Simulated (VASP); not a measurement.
Zr: relaxation of cell and atoms with r2SCAN

Zr:

```
Zr
1.0
     5.03280    0.00000    0.00000
    -2.51640    4.35853    0.00000
     0.00000    0.00000    3.13240
Zr
3
Direct
  0.66667 0.33333 0.50000
  0.33333 0.66667 0.50000
  0.00000 0.00000 0.00000
```

The cell was built by a generator and needn't be a form met in nature.

```
Program                : VASP 6.6.1
Task                   : relaxation of cell and atoms
Functional             : r2SCAN
Potentials or basis    : VASP PAW PBE potentials, release 64 (Zr_sv)
Cutoff                 : 600 eV
k mesh                 : 9 × 9 × 12
Occupations            : methfessel-paxton, width 0.1 eV
Spin                   : no spin polarisation
Target pressure        : 17 GPa
Further INCAR settings : ALGO = Normal; EDIFF = 1e-06; IBRION = 2; EDIFFG = -0.01; NSW = 90; ISIF = 3
Target pressure        : 17 GPa
```

* Relaxed volume: 20.16 Å³/atom
* Relaxed cell: a = 4.806 Å, b = 4.806 Å, c = 3.023 Å, α = 90.00°, β = 90.00°, γ = 120.00°
* Space group after relaxing (to 0.05 Å): P6/mmm (No. 191)
* Energy change on relaxing (the enthalpy is what falls): +142.0 meV/atom
* Ionic steps: 12
* Pressure after relaxing: 17.0 GPa
* Band gap on the k mesh: none (metal or under the smearing width)

Step by step:
```csv
step,energy change (eV),largest force (eV/Å),pressure (GPa),volume (Å³)
1,0.0000,0.0000,1.08,68.71
2,3.2102,0.0000,63.75,48.47
3,0.3729,0.0000,15.71,61.00
4,0.4195,0.0000,16.81,60.54
5,0.4361,0.0000,17.20,60.38
6,0.4349,0.0000,17.21,60.38
7,0.4349,0.0000,17.21,60.38
8,0.4349,0.0000,17.21,60.38
9,0.4349,0.0000,17.21,60.38
10,0.4349,0.0000,17.21,60.38
11,0.4141,0.0000,16.72,60.58
12,0.4260,0.0000,17.00,60.47
```

Final structure:
```
CELL_PARAMETERS angstrom
4.80617 0.00000 0.00000
-2.40309 4.16227 0.00000
0.00000 0.00000 3.02268
ATOMIC_POSITIONS crystal
Zr 0.66667 0.33333 0.50000
Zr 0.33333 0.66667 0.50000
Zr 0.00000 0.00000 0.00000
```

Levels at points of the mesh, in eV from the Fermi level:
| k point | band 15 | band 16 | band 17 | band 18 | band 19 | band 20 | band 21 | band 22 |
| --- | --- | --- | --- | --- | --- | --- | --- | --- |
| (0.00, 0.00, 0.00) | -0.57 | -0.57 | -0.51 | -0.51 | -0.08 | 1.10 | 1.97 | 1.97 |
| (0.00, 0.00, 0.50) | -2.45 | -2.45 | -2.17 | -1.40 | 1.37 | 1.37 | 2.14 | 2.14 |

Wall time 39 min on 1 thread of Intel(R) Xeon(R) Platinum 8488C (Sapphire Rapids), with other jobs on the host, peak memory 0.31 GiB.

Caveat: the cell is relaxed towards a set pressure, so the enthalpy falls and the energy may rise; the PAW data sets were made with another functional, which shifts forces and pressure a little.
